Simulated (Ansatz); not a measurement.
Here is an Ansatz 0.2.0 calculation.

File input.yaml:

```yaml
crystal:
  lattice:
    - [2.8107494552, 0.0, 0.0]
    - [0.0, 2.8107494552, 0.0]
    - [0.0, 0.0, 3.685]
  atoms:
    - { symbol: Au, position: [0.0, 0.0, 0.0] }
    - { symbol: Cu, position: [0.5, 0.5, 0.5] }
hamiltonian:
  xc: pbesol
  pseudopotentials: { kind: paw_fr }
magnetization:
  noncollinear: true
  spin_orbit: true
kpoints:
  mp_grid: { grid: [9, 9, 7] }
  band_path:
    path:
      - [[0.0, 0.0, 0.0], [0.0, 0.5, 0.0], [0.5, 0.5, 0.0], [0.0, 0.0, 0.0], [0.0, 0.0, 0.5], [0.0, 0.5, 0.5], [0.5, 0.5, 0.5], [0.0, 0.0, 0.5]]
      - [[0.0, 0.5, 0.0], [0.0, 0.5, 0.5]]
      - [[0.5, 0.5, 0.0], [0.5, 0.5, 0.5]]
    npoints: 14
scf:
  occupations: { method: fermi_dirac, width: 0.05 }
  n_extra_bands: 6
output:
  forces: true
  stress: true
  eigenvalues: true
  fatbands: false
```

Potentials or basis: Ansatz PAW.

Command:

```sh
$ ansatz run input.yaml --threads 2 --pin off --max-ram 5632MiB --backend cpu --events-out ev --progress --plain --runs-dir out
```

(1) Estimate the band gap on the k mesh.

(2) Estimate the pressure.

Results:

(1) none (metal or under the smearing width).

(2) -4.9 GPa.

Caveat: the PAW data sets come from PBE, with cores solved anew for the run's functional, which leaves a small shift of forces and pressure.
